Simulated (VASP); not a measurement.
# CaO (Lime): band structure with PBE-EpsX

The system is CaO (Lime).

```
Ca O
1.0
     0.00000    2.38733    2.38733
     2.38733    0.00000    2.38733
     2.38733    2.38733    0.00000
Ca O
1 1
Direct
  0.00000 0.00000 0.00000
  0.50000 0.50000 0.50000
```

```
Program                            : VASP 6.6.1
Task                               : band structure
Functional                         : PBE-EpsX
Potentials or basis                : VASP PAW PBE potentials, release 64 (Ca_sv, O)
Cutoff                             : 520 eV
k mesh                             : 6 × 6 × 6
Occupations                        : gaussian, width 0.03 eV
Spin                               : no spin polarisation
Grid for exact exchange (PRECFOCK) : Fast
Exchange at q = 0                  : truncated
Share of exact exchange            : 0.2633
Further INCAR settings             : ALGO = Normal; EDIFF = 1e-07
```

| Item | Value |
| --- | --- |
| Pressure | 2.3 GPa |
| Band gap on the k mesh | 6.17 eV, indirect (least direct gap 6.60 eV) |
| Band gap along the path | 6.17 eV, indirect (least direct gap 6.60 eV) |

Levels at points of the mesh, in eV from the valence-band top:
```tsv
k point	band 5	band 6	band 7	band 8	band 9	band 10	band 11	band 12
(0.00, 0.00, 0.00)	-17.19	0.00	0.00	0.00	7.24	9.16	9.16	9.16
(0.50, 0.00, 0.00)	-15.66	-2.92	-1.33	-1.33	10.07	11.09	11.66	11.66
(0.50, 0.50, 0.00)	-16.92	-1.47	-0.43	-0.43	6.17	11.23	12.20	13.04
```

Wall time 7 min on 4 MPI ranks on Intel(R) Xeon(R) Platinum 8488C (Sapphire Rapids), on a shared host, peak memory 0.23 GiB a rank.

Caveat: the PAW data sets were made with another functional, which shifts forces and pressure a little.
